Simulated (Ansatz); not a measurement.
# TiO2 (Imma) in Ansatz: reference runs, part 2 of 3

Ansatz 0.2.0. Earlier steps stand in the parts before.

## 3. Single point, PBEsol (atoms moved at random, drawn with an rms of 0.05 Å)

Contents of input.yaml:

```yaml
crystal:
  lattice:
    - [-2.97316, 3.287369, 3.287402]
    - [2.97316, -3.287369, 3.287402]
    - [2.97316, 3.287369, -3.287402]
  atoms:
    - { symbol: Ti, position: [-0.006252, 0.500898, -3.2e-05] }
    - { symbol: Ti, position: [-0.000404, -0.00836, 0.492162] }
    - { symbol: Ti, position: [0.494329, 0.247362, 0.251775] }
    - { symbol: Ti, position: [0.506133, 0.761944, 0.74935] }
    - { symbol: O, position: [0.70072, 0.697933, 0.503482] }
    - { symbol: O, position: [0.702503, 0.19214, 1.014396] }
    - { symbol: O, position: [0.801197, 0.74894, 0.049785] }
    - { symbol: O, position: [0.190814, 0.749205, 0.441685] }
    - { symbol: O, position: [0.800958, 0.241687, 0.552723] }
    - { symbol: O, position: [0.30019, 0.805494, 0.014926] }
    - { symbol: O, position: [0.196619, 0.254993, 0.953788] }
    - { symbol: O, position: [0.303964, 0.309625, 0.500091] }
hamiltonian:
  xc: pbesol
  pseudopotentials: { kind: paw }
kpoints:
  mp_grid: { grid: [6, 6, 6] }
scf:
  occupations: { method: fermi_dirac, width: 0.05 }
output:
  forces: true
  stress: true
  eigenvalues: true
```

Potentials or basis: Ansatz PAW.

The run is started by

```
ansatz run input.yaml --threads 4 --pin off --max-ram 11264MiB --backend cpu --events-out ev --progress --plain --runs-dir out
```

The program printed:

```text
Warning: RAYON_NUM_THREADS=4 ignored (pool sized by the plan → 4); use --threads N
Engine: ansatz 0.2.0, aarch64-unknown-linux-gnu
Pseudopotentials: kind: paw
Pseudopotential: Ti, paw, valence charge 12, recommended cutoff 420 eV (normal), Ti.paw.azcp
Pseudopotential: O, paw, valence charge 6, recommended cutoff 420 eV (normal), O.paw.azcp
Functional definition: PBEsol
  exchange = pbesol_x
  correlation = pbesol_c
Crystal: 12 atoms, lattice volume = 128.523 Å³
Basis set: ecut = 420 eV, 2497 PW (Γ), exchange–correlation on 80×80×80 points (8 copies of the dense FFT grid, shifted against one another)
Bands: 60, of which v1, the nominal top of the filled ones, is band 48 counted from 1 (47 counted from 0)
Symmetry: 1 space group operations
Space group: P1 (ITA 1), of the structure as read, at distance tolerance 5.0e-5 Å
k-points: 112 of 216 (time reversal used)
Non-local potential: Ti, projectors of the file, l = 0: 3, l = 1: 2, l = 2: 3, l = 3: 1
Non-local potential: O, projectors of the file, l = 0: 2, l = 1: 2, l = 2: 1
PAW form: soft (Blöchl's): semilocal exchange-correlation on the pseudo side does not see the compensation charge
PAW frozen core: Ti, regenerated for the run's functional, and the local potential with it (the file was generated under x = pbe(κ = 0.804, μ = 0.2195149727645171), c = pbe(β = 0.06672455060314922))
PAW frozen core: O, regenerated for the run's functional, and the local potential with it (the file was generated under x = pbe(κ = 0.804, μ = 0.2195149727645171), c = pbe(β = 0.06672455060314922))
PAW one-centre angular grid: Ti, 590 points (default); XC on 64 Gauss nodes
PAW one-centre angular grid: O, 110 points (default); XC on 64 Gauss nodes
Initial density: superposition of atomic densities (neutral atoms: chi_scale 0, normalization atom), corrected by the library's trained network
Initial wavefunctions: pseudopotential atomic-orbital guess
Functional: x = pbesol(κ = 0.804, μ = 0.12345679012345678), c = pbesol(β = 0.046)
SCF iter   1: F=—  HF=-14399.034429 eV  |F-HF|=—  |Δ(HF+E_count)|=         —  Δρ=1.96e-2  dr2=4.23e-1  ethr=1.77e-3  ⟨swp⟩=5.0  Hψ=25548  notcnv=0
preconditioner: auto → Resta (q_TF=auto, 2.599 Å⁻¹)  ε∞=9.2  [insulator: Δε(μ)=1.561 eV  Ē_g=9.145 eV  σ=0.050 eV  W_gap=1.00  n_scr=42 (ndim 8)  ℏωp=26.2 eV  f_vac=0.024  D(μ)=0.00/eV (n_scr^D=0)  ε∞_Penn≈9.2]
SCF iter   2: F=—  HF=-14398.968252 eV  |F-HF|=—  |Δ(HF+E_count)|=   6.62e-2  Δρ=9.89e-3  dr2=1.16e-1  ethr=4.40e-4  ⟨swp⟩=2.2  Hψ=11771  notcnv=0  defer=308
SCF iter   3: F=—  HF=-14398.948261 eV  |F-HF|=—  |Δ(HF+E_count)|=   2.00e-2  Δρ=2.71e-3  dr2=7.73e-3  ethr=1.21e-4  ⟨swp⟩=2.0  Hψ=10133  notcnv=0  defer=196
automatic band count: iteration 3 solves 59 bands in place of 60: the levels show a gap, and the empty bands left out lie too high to hold charge; the band table lists the bands solved (type scf.n_extra_bands for more)
SCF iter   4: F=—  HF=-14398.946751 eV  |F-HF|=—  |Δ(HF+E_count)|=   1.51e-3  Δρ=6.69e-4  dr2=4.12e-4  ethr=8.05e-6  ⟨swp⟩=2.0  Hψ=12214  notcnv=0  defer=196
SCF iter   5: F=—  HF=-14398.946863 eV  |F-HF|=—  |Δ(HF+E_count)|=   1.13e-4  Δρ=2.45e-4  dr2=7.87e-5  ethr=4.29e-7  ⟨swp⟩=2.0  Hψ=8909  notcnv=0  defer=196
SCF iter   6: F=—  HF=-14398.946854 eV  |F-HF|=—  |Δ(HF+E_count)|=   9.84e-6  Δρ=8.02e-5  dr2=8.78e-6  ethr=8.20e-8  ⟨swp⟩=2.0  Hψ=9918  notcnv=0  defer=196
SCF iter   7: F=—  HF=-14398.946856 eV  |F-HF|=—  |Δ(HF+E_count)|=   2.92e-6  Δρ=4.10e-5  dr2=1.89e-6  ethr=9.15e-9  ⟨swp⟩=2.0  Hψ=9994  notcnv=0  defer=196
SCF iter   8: F=—  HF=-14398.946857 eV  |F-HF|=—  |Δ(HF+E_count)|=   4.54e-7  Δρ=1.97e-5  dr2=4.94e-7  ethr=1.97e-9  ⟨swp⟩=2.0  Hψ=10032  notcnv=0  defer=196
SCF iter   9: F=-14398.946857 eV  HF=-14398.946857 eV  |F-HF|=3.68e-9  |Δ(HF+E_count)|=   1.04e-8  Δρ=5.65e-6  dr2=4.81e-8  ethr=1.04e-10  ⟨swp⟩=7.0  Hψ=24668  notcnv=0
SCF 1 converged in 9 iterations: F = -14398.946857 eV  dr2 = 4.81e-8
SCF converged after 9 iterations
Free energy (F): -14398.946857 eV
Harris-Foulkes:  -14398.946857 eV  (|F-HF|=3.68e-9)
Internal energy: -14398.946857 eV  (E = F + TS)
E sigma→0 (E₀):  -14398.946857 eV
Fermi energy:    9.472487 eV
--- Per-component energies (eV) ---
  E_band       = -826.800995
  E_kinetic    = 2477.731425
  E_local      = -6265.906916  (includes V_loc(G=0)·N_el)
  E_nonlocal   = 399.882074
  E_hartree    = 2372.523775
  E_xc         = -971.336462
  E_vxc        = -1236.277171  (∫ρ·V_xc dr)
  E_paw        = -5295.752097  (= ΣΔE_a)
  E_vpaw       = -947.304451  (= ΣTr[D̂ρ^β])
  E_aug_tail   = 0.020288  (compensation charges beyond the density's cutoff)
  E_ewald      = -7116.948785
  E_core_change = 0.839841  (= ΣΔE_core)
  E_smearing   = -0.000000  (= −TS)
  E_closure    = 0.000000  (closes the sum)
  Σ components = -14398.946857   (vs F -14398.946857, Δ=0.00e0)
--- Forces (eV/Å), atoms counted from 1 ---
  atom   1  Ti    -1.28170358     0.01791986     0.48058320
  atom   2  Ti     1.23540011    -0.16870580     0.21586946
  atom   3  Ti     0.01305362    -0.10474375    -0.45166635
  atom   4  Ti    -0.23865746     0.18177665    -0.37405391
  atom   5  O      0.29960261    -0.05615573    -0.37117034
  atom   6  O     -0.10689874    -0.50371340    -0.02521538
  atom   7  O      0.17886164     0.33918544    -0.21628025
  atom   8  O      0.24455277     0.40410783    -0.01566883
  atom   9  O      0.33672598     0.26472150     0.02159247
  atom  10  O     -0.42311321    -0.29480662     0.75052929
  atom  11  O     -0.38039563    -0.22923929     0.06756850
  atom  12  O      0.12256421     0.14962323    -0.08207377
  max |Σ_I F_I| component: 3.01e-5 eV/Å
--- Stress (GPa, compression-positive) ---
       -8.771987      -0.400307       0.235767
       -0.400307      -7.537658      -0.251922
        0.235767      -0.251922      -7.391458
  P = ⅓ Tr σ = -7.9004 GPa (-79.004 kbar)
--- Band table (eV; the first three rows and the last of 112) ---
  k-point 0: bands = ["-48.1902", "-48.1011", "-48.0172", "-47.9603", "-24.7575", "-24.7318", "-24.5520", "-24.5447", "-24.4316", "-24.4065", "-24.3486", "-24.3373", "-24.3050", "-24.2821", "-24.2715", "-24.2526", "-9.4390", "-8.3496", "-8.2146", "-8.1690", "-7.8462", "-7.8211", "-7.5820", "-7.5006", "2.8677", "3.3406", "3.7596", "3.9136", "3.9349", "4.0409", "4.0961", "4.8419", "4.8869", "5.1126", "5.2048", "5.7073", "5.8431", "6.0226", "6.1720", "6.6723", "7.3001", "7.3462", "7.8299", "7.9006", "7.9643", "8.1335", "8.1810", "8.6323", "10.3787", "10.6183", "10.8583", "10.9679", "11.0231", "11.1358", "11.1954", "11.6785", "11.6815", "11.7562", "11.7742"]
  k-point 1: bands = ["-48.1898", "-48.1000", "-48.0183", "-47.9607", "-24.7333", "-24.7079", "-24.5419", "-24.5404", "-24.4334", "-24.4106", "-24.3501", "-24.3436", "-24.3292", "-24.3050", "-24.2780", "-24.2527", "-9.3256", "-8.3395", "-8.2290", "-8.1601", "-7.8942", "-7.8188", "-7.6219", "-7.5673", "3.0444", "3.4665", "3.7908", "3.9010", "3.9515", "4.1200", "4.2609", "4.7636", "4.7824", "5.0667", "5.2493", "5.8908", "5.9583", "6.1560", "6.2083", "6.4997", "7.1253", "7.2413", "7.4620", "7.7346", "7.7878", "7.8674", "8.0218", "8.5313", "10.5814", "10.7831", "10.8527", "11.0191", "11.1144", "11.1777", "11.3002", "11.6094", "11.6949", "11.7220", "11.9257"]
  k-point 2: bands = ["-48.1888", "-48.0978", "-48.0207", "-47.9617", "-24.6723", "-24.6451", "-24.5324", "-24.5184", "-24.4360", "-24.4205", "-24.3956", "-24.3811", "-24.3519", "-24.3501", "-24.2773", "-24.2548", "-9.0267", "-8.3902", "-8.2298", "-8.1519", "-7.9464", "-7.8560", "-7.7372", "-7.6876", "3.3932", "3.8688", "3.9457", "3.9888", "4.0415", "4.1769", "4.4592", "4.6154", "4.8464", "4.9833", "5.4703", "5.6781", "6.1245", "6.1860", "6.3709", "6.4930", "6.5345", "6.6725", "7.0644", "7.4056", "7.4985", "7.5529", "7.8912", "8.2504", "10.7145", "10.8478", "10.9360", "11.2158", "11.3581", "11.4419", "11.5155", "11.5756", "11.6745", "11.7753", "12.1474"]
  k-point 111: bands = ["-48.1899", "-48.1012", "-48.0172", "-47.9605", "-24.7582", "-24.7324", "-24.5600", "-24.5526", "-24.4287", "-24.4041", "-24.3479", "-24.3363", "-24.2942", "-24.2867", "-24.2738", "-24.2493", "-8.8136", "-8.7849", "-8.1648", "-8.1450", "-7.9502", "-7.9040", "-7.7074", "-7.5910", "3.1103", "3.1348", "4.1322", "4.1919", "4.6915", "4.7881", "4.8919", "4.9746", "5.0507", "5.0779", "5.6072", "5.7629", "5.8001", "5.9245", "6.1504", "6.2983", "6.4656", "6.6024", "7.1328", "7.1781", "7.3282", "7.3574", "7.5171", "7.5470", "10.4017", "10.4085", "11.0099", "11.0432", "11.4335", "11.4825", "11.7073", "11.7261", "12.1078", "12.1436", "12.3280"]
```

Run time: 27 s. Hardware: 4 threads of Arm Neoverse V1, shared host; peak memory 0.86 GiB.

Results:

```
Free energy            : -14398.9469 eV
Pressure               : -7.9 GPa
Largest force          : 1.369 eV/Å
Band gap on the k mesh : 1.75 eV
```

Forces in eV/Å, atoms in the order of the input:
```
Ti  -1.282  0.018  0.481
Ti   1.235 -0.169  0.216
Ti   0.013 -0.105 -0.452
Ti  -0.239  0.182 -0.374
O    0.300 -0.056 -0.371
O   -0.107 -0.504 -0.025
O    0.179  0.339 -0.216
O    0.245  0.404 -0.016
O    0.337  0.265  0.022
O   -0.423 -0.295  0.751
O   -0.380 -0.229  0.068
O    0.123  0.150 -0.082
```

Levels at points of the mesh, in eV from the valence-band top:
| k point | band 46 | band 47 | band 48 | band 49 | band 50 | band 51 |
| --- | --- | --- | --- | --- | --- | --- |
| (0.00, 0.00, 0.00) | -0.50 | -0.45 | 0.00 | 1.75 | 1.99 | 2.23 |
| (0.00, 0.00, -0.50) | -1.21 | -0.71 | -0.57 | 2.05 | 2.24 | 2.46 |
| (0.00, -0.50, 0.00) | -1.12 | -0.73 | -0.58 | 2.05 | 2.21 | 2.36 |
| (0.00, -0.50, -0.50) | -1.05 | -0.78 | -0.68 | 1.78 | 1.81 | 2.35 |
| (-0.50, 0.00, 0.00) | -1.03 | -0.77 | -0.65 | 1.77 | 1.80 | 2.35 |
| (-0.50, 0.00, -0.50) | -1.04 | -0.84 | -0.48 | 2.14 | 2.15 | 2.36 |
| (-0.50, -0.50, 0.00) | -1.18 | -0.68 | -0.59 | 2.05 | 2.21 | 2.45 |
| (-0.50, -0.50, -0.50) | -1.27 | -1.12 | -1.09 | 1.77 | 1.78 | 2.38 |

Caveat: the pressure holds a Pulay correction of +0.8 GPa for the finite cutoff; the PAW data sets come from PBE, with cores solved anew for the run's functional, which leaves a small shift of forces and pressure. A k mesh can miss the band edges.

[end of part 2 of 3]
